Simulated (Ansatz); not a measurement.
Crystal: Al2O3.

```xyz
5
Lattice="3.0175 0.0000 0.0000 -1.5087 2.6132 0.0000 0.0000 0.0000 7.5746" Properties=species:S:1:pos:R:3 pbc="T T T"
Al    0.0000    0.0000    5.4693
Al    0.0000    0.0000    2.1054
O     0.0000    0.0000    3.7873
O     1.5087    0.8711    6.0638
O     0.0000    1.7421    1.5108
```

Measurements of this composition are mostly on another form, of space group No. 167.

Base run:

```yaml
Program: Ansatz 0.2.0
Functional: PBEsol
Potentials_or_basis: all-electron LAPW, scalar-relativistic
Cutoff: 469 eV
Density_cutoff: 1875 eV
Basis_error_allowed: 0.002 eV/atom
k_mesh: 10 × 10 × 4
Occupations: fermi-dirac, width 0.05 eV
Spin: no spin polarisation
```

Its results: band gap on the k mesh 2.24 eV, direct; pressure -3.7 GPa; largest force 0.205 eV/Å.

**Question.** The run is repeated on the same cell with these changes: functional from PBEsol to LDA. What comes out?

**Answer.** Band gap on the k mesh 2.23 eV, direct; pressure -8.1 GPa; largest force 0.465 eV/Å.

LDA binds more tightly than PBEsol, so the same cell stands under less pressure.

Not every run made on this cell is shown here.
